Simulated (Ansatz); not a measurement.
## LiH: eigenvalues along the path

```
Li H
1.0
     0.00000    2.03250    2.03250
     2.03250    0.00000    2.03250
     2.03250    2.03250    0.00000
Li H
1 1
Direct
  0.00000 0.00000 0.00000
  0.50000 0.50000 0.50000
```

Atoms are numbered in the order listed.

The cell comes from COD entry 1010896, which wasn't checked; take it as a given geometry. It differs from other determinations.

The calculation used DFT, LDA, all-electron LAPW, scalar-relativistic in Ansatz 0.2.0.

Numerical set-up: a Γ-centred 11×11×11 k mesh, Fermi–Dirac smearing of 0.03 eV, basis error target 1 meV/atom, no spin polarisation.

Path points, in fractions of the reciprocal vectors: Γ (0.000, 0.000, 0.000), X (0.500, 0.000, 0.500), U (0.625, 0.250, 0.625), K (0.375, 0.375, 0.750), L (0.500, 0.500, 0.500), W (0.500, 0.250, 0.750). Levels in eV from the valence-band top; bands 2 to 4, counted from the lowest band of the run. The gap is 2.65 eV, direct at X (0.5, 0, 0.5).

```
# k(1/Å) point b2 b3 b4
0.000 Γ -5.40 15.59 16.99
0.110 - -5.37 15.36 16.72
0.221 - -5.28 14.84 16.07
0.331 - -5.13 14.18 15.29
0.442 - -4.92 13.38 14.48
0.552 - -4.65 12.42 13.71
0.662 - -4.31 11.29 12.99
0.773 - -3.90 10.04 12.35
0.883 - -3.43 8.74 11.79
0.994 - -2.89 7.44 11.31
1.104 - -2.28 6.17 10.91
1.214 - -1.62 4.98 10.60
1.325 - -0.93 3.90 10.38
1.435 - -0.30 3.03 10.25
1.546 X 0.00 2.65 10.21
1.585 - 0.00 2.66 10.15
1.624 - -0.01 2.68 9.99
1.663 - -0.01 2.70 9.76
1.702 - -0.03 2.74 9.49
1.741 - -0.04 2.80 9.20
1.780 - -0.06 2.86 8.91
1.819 - -0.09 2.93 8.62
1.858 - -0.13 3.02 8.34
1.897 - -0.17 3.11 8.08
1.936 - -0.22 3.22 7.84
1.975 - -0.28 3.34 7.63
2.014 - -0.35 3.47 7.43
2.053 - -0.43 3.61 7.27
2.092 U -0.52 3.77 7.13
2.160 - -0.58 3.87 7.04
2.227 - -0.63 4.01 6.88
2.295 - -0.69 4.19 6.67
2.363 - -0.73 4.39 6.45
2.430 - -0.77 4.58 6.22
2.498 - -0.79 4.75 6.03
2.565 - -0.80 4.82 5.96
2.633 - -0.79 4.75 6.03
2.701 - -0.77 4.58 6.22
2.768 - -0.73 4.39 6.45
2.836 - -0.69 4.19 6.67
2.903 - -0.63 4.01 6.88
2.971 - -0.58 3.87 7.04
3.039 K -0.52 3.77 7.13
3.156 - -0.87 4.29 6.89
3.273 - -1.31 4.92 6.89
3.390 - -1.81 5.65 7.12
3.507 - -2.34 6.48 7.54
3.624 - -2.86 7.40 8.11
3.741 - -3.36 8.42 8.81
3.858 - -3.82 9.53 9.63
3.976 - -4.23 10.53 10.72
4.093 - -4.58 11.51 11.99
4.210 - -4.87 12.54 13.30
4.327 - -5.10 13.57 14.60
4.444 - -5.27 14.55 15.80
4.561 - -5.37 15.30 16.67
4.678 Γ -5.40 15.59 16.99
4.774 - -5.38 15.39 16.85
4.869 - -5.31 14.78 16.52
4.965 - -5.20 13.84 16.12
5.061 - -5.05 12.73 15.70
5.156 - -4.86 11.54 15.29
5.252 - -4.62 10.37 14.89
5.347 - -4.36 9.23 14.52
5.443 - -4.06 8.17 14.18
5.539 - -3.75 7.19 13.88
5.634 - -3.43 6.32 13.63
5.730 - -3.13 5.58 13.43
5.825 - -2.87 5.02 13.28
5.921 - -2.70 4.66 13.20
6.017 L -2.64 4.53 13.17
6.095 - -2.62 4.53 13.00
6.173 - -2.56 4.55 12.52
6.251 - -2.46 4.57 11.81
6.329 - -2.33 4.59 10.98
6.407 - -2.16 4.62 10.11
6.485 - -1.96 4.66 9.25
6.563 - -1.73 4.70 8.42
6.641 - -1.48 4.73 7.63
6.719 - -1.21 4.77 6.90
6.797 - -0.93 4.80 6.25
6.875 - -0.67 4.83 5.69
6.954 - -0.44 4.85 5.25
7.032 - -0.29 4.87 4.97
7.110 W -0.23 4.87 4.87
7.165 - -0.23 4.57 5.20
7.220 - -0.22 4.29 5.54
7.275 - -0.21 4.03 5.91
7.330 - -0.19 3.79 6.30
7.386 - -0.17 3.57 6.71
7.441 - -0.15 3.38 7.13
7.496 - -0.12 3.21 7.57
7.551 - -0.09 3.06 8.03
7.607 - -0.07 2.94 8.49
7.662 - -0.05 2.84 8.95
7.717 - -0.03 2.76 9.40
7.772 - -0.01 2.70 9.80
7.827 - 0.00 2.66 10.09
7.883 X 0.00 2.65 10.21
```
